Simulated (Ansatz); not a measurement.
## Zone-centre phonons of Al at 35 GPa: input and output

These are results of Ansatz, DFT PBE+D3(BJ), scalar-relativistic, plane waves, PAW, not measurements.

Launched with:
```bash
ansatz run input.yaml --threads 1 --pin off --max-ram 3072MiB --backend cpu --events-out ev --progress --plain --runs-dir out
```

Input (bare energies are in eV):
```yaml
crystal:
  lattice:
    - [2.59954156, 0.0, 0.0]
    - [-1.29977078, 2.2512690291, 0.0]
    - [0.0, 0.0, 8.5117214211]
  atoms:
    - { symbol: Al, position: [0.0, 0.0, 0.0] }
    - { symbol: Al, position: [0.3333333333, 0.6666666667, 0.25] }
    - { symbol: Al, position: [0.0, 0.0, 0.5] }
    - { symbol: Al, position: [0.6666666667, 0.3333333333, 0.75] }
basis:
  ecutwfc: 420
kpoints:
  mp_grid: { grid: [18, 18, 6] }
hamiltonian:
  xc: pbe
  dispersion: d3bj
scf:
  occupations: { method: fermi_dirac, width: 0.15 }
output:
  eigenvalues: true
phonons:
  method: dfpt
  eigenvectors: true
```

The end of the output:
```
--- Phonons (Γ-DFPT): 4 representative perturbations + reference, on 524 of 1944 k-points (Σ response iterations 12) ---
  k mesh reduced under 2 symmetry operations, with k and −k counted as one. Each operation leaves every solved perturbation unchanged. A smaller set is not used because it would not reduce the number of displacements ...
  ASR residual: 1.808e-4 → 0.000e0 eV/Å²; symmetrization residual: 2.891e-7 eV/Å²
  pairwise dispersion correction: d3bj (s6 = 1.0, s8 = 0.7875, a1 = 0.4289, a2_bohr = 4.4407), with the weights of each atom's references fixed at the reference crystal's, and the forces and stress that the weights' published response gives ...
  ASR residual per site (eV/Å²): 1.80e-4 1.81e-4 1.80e-4 1.81e-4
  Γ frequencies (cm⁻¹): 0.00 0.00 0.00 150.41 150.41 171.42 171.42 231.51 231.51 362.76 363.01 509.73
  non-analytic LO–TO correction: not included (Born effective charges unavailable; polar crystals: no LO–TO splitting at Γ)
```

Time: 100 s on 1 thread of Intel(R) Xeon(R) Platinum 8259CL CPU @ 2.50GHz (Skylake/Cascade Lake), on a shared host, peak memory 1.3 GiB.

In a metal, frequencies and elastic constants depend on the k mesh and the smearing, soft modes and shear constants most. Other phases may be more stable at this pressure.

This form isn't the element's structure at ambient conditions.